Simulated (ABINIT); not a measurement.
# MoS2 in ABINIT: single point with PBE

Aim: the single point of MoS2 with PBE.

All numbers are computed with ABINIT 10.8.3 (patched build); they aren't measurements. Logs are shortened: lines on timing, memory, paths and dates and some standing lists are left out, and cuts for length are marked. The log counts tension as positive stress, the text compression.

**1. The undisturbed crystal**

The cell holds a slab with vacuum, 6 atoms: a = 3.185 Å, b = 3.185 Å, c = 21.671 Å, α = 90.00°, β = 90.00°, γ = 120.00°.

**2. Single point, PBE (atoms moved at random, drawn with an rms of 0.05 Å)**

Input file run.abi:

```
# Pseudopotentials
pp_dirpath "./"
pseudos "Mo.GGA_PBE-JTH.xml, S.GGA_PBE-JTH.xml"

# Structure
acell 3.184541456 3.184541456 21.67053472 Angstrom
rprim
     1.0000000000     0.0000000000     0.0000000000
    -0.5000000000     0.8660254038     0.0000000000
     0.0000000000     0.0000000000     1.0000000000
ntypat 2
znucl 42 16
natom 6
typat 1 1 2 2 2 2
xred
     0.3438410000     0.6682370000     0.8509060000
     0.6779090000     0.3448030000     0.1484600000
     0.6706390000     0.3476130000     0.7784340000
     0.3315440000     0.6662970000     0.0773220000
     0.6510780000     0.3366750000     0.9236970000
     0.3289870000     0.6529680000     0.2183980000
chkprim 0
chksymtnons 0
tolsym 1.0e-6

# Plane-wave basis
ecut 20.0
pawecutdg 40.0
pawxcdev 0

# k points
kptopt 1
ngkpt 10 10 2
nshiftk 1
shiftk 0.0 0.0 0.0

# Exchange and correlation
ixc 11

# Bands and occupations
nband 32
occopt 3
tsmear 0.00183747

# SCF cycle
nstep 100
tolvrs 1.0e-9

# Output
iomode 3
prtwf 0
prtden 0
prteig 0
prtebands 0
enunit 1
```

Potentials or basis: JTH PAW PBE v2.0.

On the command line:

```bash
> abinit run.abi > log 2>&1
```

run.abo:

```text
.Version 10.8.3 of ABINIT
 Symmetries : space group P1 (#  1); Bravais aP (primitive triclinic)
================================================================================
 Values of the parameters that define the memory need of the present run
     intxc =       0    ionmov =       0      iscf =      17    lmnmax =      18
     lnmax =       6     mgfft =     180  mpssoang =       3    mqgrid =   11660
     natom =       6  nloc_mem =       2    nspden =       1   nspinor =       1
    nsppol =       1      nsym =       1    n1xccc =       1    ntypat =       2
    occopt =       3   xclevel =       2
       mpw =        5548          nfft =      131220          nkpt =         104
 PAW method is used; the additional fine FFT grid is defined by:
   mgfftf=       240    nfftf =    311040
================================================================================
================================================================================

--------------------------------------------------------------------------------
------------- Echo of variables that govern the present computation ------------
--------------------------------------------------------------------------------
 -outvars: echo values of preprocessed input variables --------
            acell      6.0179111884E+00  6.0179111884E+00  4.0951375623E+01 Bohr
              amu      9.59400000E+01  3.20660000E+01
          chkprim           0
      chksymtnons           0
             ecut      2.00000000E+01 Hartree
           enunit           1
                       outvar_i_n : Printing only first  50 k-points.
              ixc          11
                       outvar_i_n : Printing only first  50 k-points.
         kptrlatt       10    0    0      0   10    0      0    0    2
          kptrlen      6.01791119E+01
            natom           6
            nband          32
            ngfft          27      27     180
          ngfftdg          36      36     240
             nkpt         104
            nstep         100
             nsym           1
           ntypat           2
                       prtocc : prtvol=0, do not print more k-points.
           occopt           3
        pawecutdg      4.00000000E+01 Hartree
         pawxcdev           0
           prtden           0
        prtebands           0
           prteig           0
            prtwf           0
            rprim      1.0000000000E+00  0.0000000000E+00  0.0000000000E+00
                      -5.0000000000E-01  8.6602540380E-01  0.0000000000E+00
                       0.0000000000E+00  0.0000000000E+00  1.0000000000E+00
          spgroup           1
           tolsym      1.00000000E-06
           tolvrs      1.00000000E-09
           tsmear      1.83747000E-03 Hartree
            typat      1  1  2  2  2  2
           useylm           1
                       outvars : Printing only first  50 k-points.
           xangst      3.0961704306E-02  1.8429266795E+00  1.8439588016E+01
                       1.6098095901E+00  9.5093005604E-01  3.2172075845E+00
                       1.5821836929E+00  9.5867973762E-01  1.6869081024E+01
                      -5.1095967662E-03  1.8375763655E+00  1.6756090856E+00
                       1.5373071347E+00  9.2851389523E-01  2.0017007909E+01
                       7.9709072644E-03  1.8008163990E+00  4.7328014418E+00
            xcart      5.8509141530E-02  3.4826266943E+00  3.4845771226E+01
                       3.0420992401E+00  1.7969973708E+00  6.0796412250E+00
                       2.9898938605E+00  1.8116421466E+00  3.1877943132E+01
                      -9.6557385019E-03  3.4725160662E+00  3.1664422659E+00
                       2.9050894561E+00  1.7546369661E+00  3.7826662809E+01
                       1.5062831705E-02  3.4030497972E+00  8.9436985333E+00
             xred      3.4384100000E-01  6.6823700000E-01  8.5090600000E-01
                       6.7790900000E-01  3.4480300000E-01  1.4846000000E-01
                       6.7063900000E-01  3.4761300000E-01  7.7843400000E-01
                       3.3154400000E-01  6.6629700000E-01  7.7322000000E-02
                       6.5107800000E-01  3.3667500000E-01  9.2369700000E-01
                       3.2898700000E-01  6.5296800000E-01  2.1839800000E-01
            znucl       42.00000   16.00000

================================================================================

 chkinp: Checking input parameters for consistency.

================================================================================
== DATASET  1 ==================================================================

--- !DatasetInfo
iteration_state: {dtset: 1, }
dimensions: {natom: 6, nkpt: 104, mband: 32, nsppol: 1, nspinor: 1, nspden: 1, mpw: 5548, }
cutoff_energies: {ecut:  20.0, pawecutdg:  40.0, }
electrons: {nelect:   5.20000000E+01, charge:   0.00000000E+00, occopt:   3.00000000E+00, tsmear:   1.83747000E-03, }
meta: {optdriver: 0, ionmov: 0, optcell: 0, iscf: 17, paral_kgb: 0, }
[... 144 lines left out ...]
       0.677909000000      0.344803000000      0.148460000000
       0.670639000000      0.347613000000      0.778434000000
       0.331544000000      0.666297000000      0.077322000000
       0.651078000000      0.336675000000      0.923697000000
       0.328987000000      0.652968000000      0.218398000000
 rms dE/dt=  2.2380E-01; max dE/dt=  3.4563E-01; dE/dt below (all hartree)
    1       0.142361423990     -0.112009958450     -0.023313846208
    2       0.040590852011      0.089360573927      0.340714491035
    3      -0.049357665661      0.056523654725     -0.089693257212
    4      -0.027623308794     -0.022732401681      0.345628630336
    5      -0.091901283885      0.055315359908      0.177877203614
    6      -0.013415990682     -0.066334434920     -0.748560445923

 cartesian coordinates (angstrom) at end:
    1      0.03096170430596     1.84292667946464    18.43958801645632
    2      1.60980959006892     0.95093005604216     3.21720758453120
    3      1.58218369293812     0.95867973762115    16.86908102422848
    4     -0.00510959676615     1.83757636549196     1.67560908561984
    5      1.53730713474017     0.92851389523292    20.01700790925984
    6      0.00797090726437     1.80081639902710     4.73280144177856

 cartesian forces (hartree/bohr) at end:
    1     -0.02363817195690     0.00784859011386     0.00058010201417
    2     -0.00672689347632    -0.02102611234975    -0.00830918025553
    3      0.00821990697576    -0.00609591375473     0.00220103440031
    4      0.00460829554010     0.00702635936289    -0.00842917962617
    5      0.01528940615786    -0.00178249215438    -0.00433282329694
    6      0.00224745675951     0.01402956878211     0.01829004676415
 frms,max,avg= 1.1106660E-02 2.3638172E-02  -1.811E-05 -1.438E-05 -1.080E-05 h/b

 cartesian forces (eV/Angstrom) at end:
    1     -1.21552367420898     0.40359073070243     0.02983004493587
    2     -0.34591077048011    -1.08120616874675    -0.42727522806243
    3      0.42268461144306    -0.31346448863821     0.11318173952727
    4      0.23696808437471     0.36130992551664    -0.43344584380069
    5      0.78621287565544    -0.09165943190057    -0.22280273208926
    6      0.11556887321589     0.72142943306646     0.94051201948925
 frms,max,avg= 5.7112741E-01 1.2155237E+00  -9.314E-04 -7.397E-04 -5.552E-04 e/A
 length scales=  6.017911188440  6.017911188440 40.951375622776 bohr
              =  3.184541456000  3.184541456000 21.670534720000 angstroms
 Fermi (or HOMO) energy (eV) =   2.70491   Average Vxc (eV)=  -6.60862
 Eigenvalues (   eV  ) for nkpt= 104  k points:
 kpt#   1, nband= 32, wtk=  0.00500, kpt=  0.0000  0.0000  0.0000 (reduced coord)
 -59.17258  -59.15692  -33.31438  -33.28689  -33.12563  -33.10952  -33.08387  -33.07214
 -12.51459  -12.31597  -11.12882  -11.00221   -4.11717   -3.73794   -1.15747   -1.04599
  -0.86766   -0.73235   -0.45611   -0.18075    0.01437    0.28514    0.43257    0.58109
   1.60522    2.08207    4.13655    4.18199    4.53866    4.62702    4.77482    4.80174
 prteigrs : prtvol=0 or 1, do not print more k-points.

--- !EnergyTerms
iteration_state     : {dtset: 1, }
comment             : Components of total free energy in Hartree
kinetic             :  3.71915801663044E+01
hartree             :  4.31893018166463E+02
xc                  : -2.25415489454528E+01
Ewald energy        :  2.68713925948630E+02
psp_core            :  2.76741314264259E+00
local_psp           : -9.22585101097792E+02
PAW spherical_terms :  2.53845712161937E+01
internal            : -1.79176141403011E+02
'-kT*entropy'       : -5.08951462940927E-09
total_energy        : -1.79176141408101E+02
total_energy_eV     : -4.87563118992033E+03
...

--- !EnergyTermsDC
iteration_state     : {dtset: 1, }
comment             : '"Double-counting" decomposition of free energy'
band_energy         : -2.77470961727752E+01
Ewald energy        :  2.68713925948630E+02
psp_core            :  2.76741314264259E+00
xc_dc               : -4.29133065955986E+02
PAW spherical_terms :  6.22267090278420E+00
internal            : -1.79176152134705E+02
'-kT*entropy'       : -5.08951462940927E-09
total_energy_dc     : -1.79176152139794E+02
total_energy_dc_eV  : -4.87563148194459E+03
...

--- !EnergyTermsWithPAWCore
iteration_state     : {dtset: 1, }
comment             : 'Components of total free energy, including PAW core contributions'
Total energy        : -9.69501678499117E+03
Total energy DC     : -9.69501679572287E+03
Total energy (eV)   : -2.63814846397664E+05
Total energy DC (eV): -2.63814846689688E+05
...

 Cartesian components of stress tensor (hartree/bohr^3)
  sigma(1 1)= -3.47491700E-05  sigma(3 2)= -2.51053737E-05
  sigma(2 2)= -5.47378533E-06  sigma(3 1)= -1.10590809E-05
  sigma(3 3)= -5.38043879E-05  sigma(2 1)=  6.95862727E-06

-Cartesian components of stress tensor (GPa)         [Pressure=  9.2213E-01 GPa]
- sigma(1 1)= -1.02235588E+00  sigma(3 2)= -7.38625594E-01
- sigma(2 2)= -1.61044324E-01  sigma(3 1)= -3.25369394E-01
- sigma(3 3)= -1.58297974E+00  sigma(2 1)=  2.04729882E-01

== END DATASET(S) ==============================================================
================================================================================

 -outvars: echo values of variables after computation  --------
            acell      6.0179111884E+00  6.0179111884E+00  4.0951375623E+01 Bohr
           etotal     -1.7917615214E+02
            fcart     -2.3638171957E-02  7.8485901139E-03  5.8010201417E-04
                      -6.7268934763E-03 -2.1026112350E-02 -8.3091802555E-03
                       8.2199069758E-03 -6.0959137547E-03  2.2010344003E-03
                       4.6082955401E-03  7.0263593629E-03 -8.4291796262E-03
                       1.5289406158E-02 -1.7824921544E-03 -4.3328232969E-03
                       2.2474567595E-03  1.4029568782E-02  1.8290046764E-02
            rprim      1.0000000000E+00  0.0000000000E+00  0.0000000000E+00
                      -5.0000000000E-01  8.6602540380E-01  0.0000000000E+00
                       0.0000000000E+00  0.0000000000E+00  1.0000000000E+00
           strten     -3.4749170014E-05 -5.4737853288E-06 -5.3804387891E-05
                      -2.5105373652E-05 -1.1059080917E-05  6.9586272650E-06
           xangst      3.0961704306E-02  1.8429266795E+00  1.8439588016E+01
                       1.6098095901E+00  9.5093005604E-01  3.2172075845E+00
                       1.5821836929E+00  9.5867973762E-01  1.6869081024E+01
                      -5.1095967662E-03  1.8375763655E+00  1.6756090856E+00
                       1.5373071347E+00  9.2851389523E-01  2.0017007909E+01
                       7.9709072644E-03  1.8008163990E+00  4.7328014418E+00
             xred      3.4384100000E-01  6.6823700000E-01  8.5090600000E-01
                       6.7790900000E-01  3.4480300000E-01  1.4846000000E-01
                       6.7063900000E-01  3.4761300000E-01  7.7843400000E-01
                       3.3154400000E-01  6.6629700000E-01  7.7322000000E-02
                       6.5107800000E-01  3.3667500000E-01  9.2369700000E-01
                       3.2898700000E-01  6.5296800000E-01  2.1839800000E-01
 Calculation completed.
```

Run time: 40 min. Hardware: 1 thread of Intel Xeon Platinum 8259CL at 2.50GHz (Skylake/Cascade Lake), shared host; peak memory 0.62 GiB.

Results:

- Free energy: -4875.6315 eV
- Largest force: 1.281 eV/Å
- Band gap on the k mesh: 1.31 eV, indirect (least direct gap 1.76 eV)
- Valence electrons inside the program's atomic spheres: Mo 11.25, 11.30; S 3.59, 3.58, 3.61

Forces in eV/Å, atoms in the order of the input:
```
Mo  -1.216  0.404  0.030
Mo  -0.346 -1.081 -0.427
S    0.423 -0.313  0.113
S    0.237  0.361 -0.433
S    0.786 -0.092 -0.223
S    0.116  0.721  0.941
```

Levels at points of the mesh, in eV from the valence-band top:
```
           k point  band 22  band 23  band 24  band 25  band 26  band 27  band 28  band 29  band 30  band 31
(0.00, 0.00, 0.00)    -1.80    -1.65    -1.50    -0.48     0.00     2.05     2.10     2.46     2.54     2.69
(0.50, 0.00, 0.00)    -2.16    -1.49    -1.38    -1.05    -0.83     1.78     1.93     2.34     2.43     3.19
(0.00, 0.50, 0.00)    -2.08    -1.51    -1.41    -0.90    -0.82     1.87     1.91     2.35     2.44     3.17
(0.50, 0.50, 0.00)    -2.18    -1.54    -1.26    -1.09    -0.95     1.81     1.85     2.34     2.42     3.38
(0.00, 0.00, 0.50)    -1.80    -1.65    -1.50    -0.48     0.00     2.05     2.10     2.46     2.55     2.69
(0.50, 0.00, 0.50)    -2.16    -1.49    -1.38    -1.05    -0.83     1.78     1.93     2.34     2.43     3.19
(0.00, 0.50, 0.50)    -2.08    -1.51    -1.41    -0.90    -0.82     1.87     1.91     2.35     2.44     3.17
(0.50, 0.50, 0.50)    -2.18    -1.54    -1.26    -1.09    -0.95     1.81     1.85     2.34     2.42     3.38
```
